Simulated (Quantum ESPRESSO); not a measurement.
HfO2:

```xyz
3
Lattice="0.0000 2.5575 2.5575 2.5575 0.0000 2.5575 2.5575 2.5575 0.0000" Properties=species:S:1:pos:R:3 pbc="T T T"
Hf   -0.0370   -0.0159    0.0251
O     3.8515    3.8457    3.8239
O     1.2535    1.2817    1.2562
```

The cell isn't the ideal one: atoms moved at random, drawn with an rms of 0.05 Å.

A run of Quantum ESPRESSO 7.5 on this cell left the log below. Logs are shortened: lines on timing, memory, paths and dates and some standing lists are left out, and cuts for length are marked.

```text
This program is part of the open-source Quantum ESPRESSO suite
     for quantum simulation of materials; please cite
         "P. Giannozzi et al., J. Phys.:Condens. Matter 21 395502 (2009);
         "P. Giannozzi et al., J. Phys.:Condens. Matter 29 465901 (2017);
         "P. Giannozzi et al., J. Chem. Phys. 152 154105 (2020);
     in publications or presentations arising from this work. More details at

     file O.pbe-n-kjpaw_psl.0.1.UPF: wavefunction(s)  2P renormalized

     G-vector sticks info
     --------------------
     sticks:   dense  smooth     PW     G-vecs:    dense   smooth      PW
     Sum        1417     769    241                35149    14163    2421

     Using Slab Decomposition

     bravais-lattice index     =            0
     lattice parameter (alat)  =       6.8349  a.u.
     unit-cell volume          =     225.7738 (a.u.)^3
     number of atoms/cell      =            3
     number of atomic types    =            2
     number of electrons       =        24.00
     number of Kohn-Sham states=           19
     kinetic-energy cutoff     =      60.0000  Ry
     charge density cutoff     =     440.0000  Ry
     scf convergence threshold =      6.0E-10
     mixing beta               =       0.5000
     number of iterations used =            8  plain     mixing
     Exchange-correlation= SLA  PW   PBX  PBC
                           (   1   4   3   4   0   0   0)

     celldm(1)=   6.834858  celldm(2)=   0.000000  celldm(3)=   0.000000
     celldm(4)=   0.000000  celldm(5)=   0.000000  celldm(6)=   0.000000

     crystal axes: (cart. coord. in units of alat)
               a(1) = (   0.000000   0.707107   0.707107 )
               a(2) = (   0.707107   0.000000   0.707107 )
               a(3) = (   0.707107   0.707107   0.000000 )

     reciprocal axes: (cart. coord. in units 2 pi/alat)
               b(1) = ( -0.707107  0.707107  0.707107 )
               b(2) = (  0.707107 -0.707107  0.707107 )
               b(3) = (  0.707107  0.707107 -0.707107 )

     PseudoPot. # 1 for Hf read from file:
     Hf-sp.oncvpsp.upf
     Pseudo is Norm-conserving + core correction, Zval = 12.0
     Generated using ONCVPSP code by D. R. Hamann
     Using radial grid of 1656 points,  8 beta functions with:
                l(1) =   0
                l(2) =   0
                l(3) =   1
                l(4) =   1
                l(5) =   2
                l(6) =   2
                l(7) =   3
                l(8) =   3

     PseudoPot. # 2 for O  read from file:
     O.pbe-n-kjpaw_psl.0.1.UPF
     Pseudo is Projector augmented-wave + core cor, Zval =  6.0
     Generated using "atomic" code by A. Dal Corso  v.5.0.99 svn rev. 10869
     Shape of augmentation charge: BESSEL
     Using radial grid of 1095 points,  4 beta functions with:
                l(1) =   0
                l(2) =   0
                l(3) =   1
                l(4) =   1
     Q(r) pseudized with 0 coefficients

     atomic species   valence    mass     pseudopotential
     Hf               12.00   178.49000     Hf( 1.00)
     O                 6.00    15.99900     O ( 1.00)

     No symmetry found

   Cartesian axes

     site n.     atom                  positions (alat units)
         1        Hf     tau(   1) = (  -0.0102297  -0.0043961   0.0069311  )
         2        O      tau(   2) = (   1.0648880   1.0632616   1.0572477  )
         3        O      tau(   3) = (   0.3465742   0.3543552   0.3473153  )

     number of k points=   365  Fermi-Dirac smearing, width (Ry)=  0.0037

     Number of k-points >= 100: set verbosity='high' to print them.

     Dense  grid:    35149 G-vectors     FFT dimensions: (  45,  45,  45)

     Smooth grid:    14163 G-vectors     FFT dimensions: (  36,  36,  36)

     Initial potential from superposition of free atoms

     starting charge      23.9981, renormalised to      24.0000
     Starting wfcs are   18 randomized atomic wfcs +    1 random wfcs

     Self-consistent Calculation

     iteration #  1     ecut=    60.00 Ry     beta= 0.50
     Davidson diagonalization with overlap
     ethr =  1.00E-02,  avg # of iterations =  5.1

     total energy              =    -196.23291204 Ry
     estimated scf accuracy    <       1.06737048 Ry

     iteration #  2     ecut=    60.00 Ry     beta= 0.50
     Davidson diagonalization with overlap
     ethr =  4.45E-03,  avg # of iterations =  2.0
[... 57 lines left out ...]
     total energy              =    -196.62476738 Ry
     estimated scf accuracy    <          8.6E-09 Ry

     iteration # 11     ecut=    60.00 Ry     beta= 0.50
     Davidson diagonalization with overlap
     ethr =  3.57E-11,  avg # of iterations =  2.0

     End of self-consistent calculation

     Number of k-points >= 100: set verbosity='high' to print the bands.

     the Fermi energy is    14.6546 ev

!    total energy              =    -196.62476738 Ry
     estimated scf accuracy    <          1.3E-10 Ry
     smearing contrib. (-TS)   =      -0.00000000 Ry
     internal energy E=F+TS    =    -196.62476738 Ry

     The total energy is F=E-TS. E is the sum of the following terms:
     one-electron contribution =     -27.87568363 Ry
     hartree contribution      =      28.27360896 Ry
     xc contribution           =     -43.57378509 Ry
     ewald contribution        =    -134.42782816 Ry
     one-center paw contrib.   =     -19.02107946 Ry

     convergence has been achieved in  11 iterations

     Forces acting on atoms (cartesian axes, Ry/au):

     atom    1 type  1   force =     0.00496483    0.00242549   -0.00584284
     atom    2 type  2   force =    -0.01588645   -0.00260963   -0.00120413
     atom    3 type  2   force =     0.01092162    0.00018414    0.00704696

     Total force =     0.022233     Total SCF correction =     0.000001

     Computing stress (Cartesian axis) and pressure

          total   stress  (Ry/bohr**3)                   (kbar)     P=      -40.05
  -0.00026600   0.00002605  -0.00000243          -39.13        3.83       -0.36
   0.00002605  -0.00027631   0.00006503            3.83      -40.65        9.57
  -0.00000243   0.00006503  -0.00027455           -0.36        9.57      -40.39

=------------------------------------------------------------------------------=
   JOB DONE.
=------------------------------------------------------------------------------=
```

Task: What input gives this log?

Result: Single point with PBE, no spin polarisation. The files as run (others can give the same):

pw.in
```
&CONTROL
  calculation = 'scf'
  prefix = 'pwscf'
  outdir = './tmp'
  pseudo_dir = './pseudo'
  tprnfor = .true.
  tstress = .true.
  disk_io = 'nowf'
/
&SYSTEM
  ibrav = 0
  nat = 3
  ntyp = 2
  ecutwfc = 60
  ecutrho = 440
  nbnd = 19
  occupations = 'smearing'
  smearing = 'fd'
  degauss = 0.00367493
/
&ELECTRONS
  conv_thr = 6d-10
  electron_maxstep = 120
  mixing_beta = 0.5
/
ATOMIC_SPECIES
Hf   178.4900 Hf-sp.oncvpsp.upf
O     15.9990 O.pbe-n-kjpaw_psl.0.1.UPF
CELL_PARAMETERS angstrom
   0.0000000000    2.5575000000    2.5575000000
   2.5575000000    0.0000000000    2.5575000000
   2.5575000000    2.5575000000    0.0000000000
ATOMIC_POSITIONS crystal
Hf     0.0090260000    0.0007760000   -0.0152430000
O      0.7464370000    0.7487370000    0.7572420000
O      0.2510910000    0.2400870000    0.2500430000
K_POINTS automatic
9 9 9 0 0 0
```

Potentials or basis: SSSP 1.3 efficiency PBE.
Launch:
```sh
$ OMP_NUM_THREADS=1 pw.x -in pw.in > pw.out
```
